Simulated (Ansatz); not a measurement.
## TiAl3: equation of state with LDA

TiAl3:

```
CELL_PARAMETERS angstrom
-1.91111 1.91111 4.28067
1.91111 -1.91111 4.28067
1.91111 1.91111 -4.28067
ATOMIC_POSITIONS crystal
Ti 0.00000 0.00000 0.00000
Al 0.25000 0.75000 0.50000
Al 0.75000 0.25000 0.50000
Al 0.50000 0.50000 0.00000
```

The cell comes from a database or a generator and needn't be the stable form of this composition.

| Item | Value |
| --- | --- |
| Program | Ansatz 0.2.0 |
| Task | equation of state |
| Functional | LDA |
| Potentials or basis | all-electron LAPW, scalar-relativistic |
| Basis error allowed | 0.002 eV/atom |
| k mesh | 10 × 10 × 10 |
| Occupations | fermi-dirac, width 0.05 eV |
| Spin | no spin polarisation |

```
Equilibrium volume                        : 15.14 Å³/atom
Bulk modulus at fixed shape and positions : 117 GPa
Pressure derivative of the bulk modulus   : 4.2
```

Energy against volume, from the lowest point:
| volume (Å³/atom) | energy (meV/atom) |
| --- | --- |
| 14.696 | 4.52 |
| 15.009 | 0.00 |
| 15.322 | 0.41 |
| 15.634 | 5.25 |
| 15.947 | 14.07 |
| 16.260 | 26.46 |
| 16.572 | 42.08 |

All runs of the series together: 62 s on 2 threads of Intel(R) Xeon(R) 6975P-C (Granite Rapids), on a shared host.

Caveat: the cell was scaled at fixed shape and fractional positions, which overstates the stiffness of a crystal with free parameters, most of all of layers and chains.
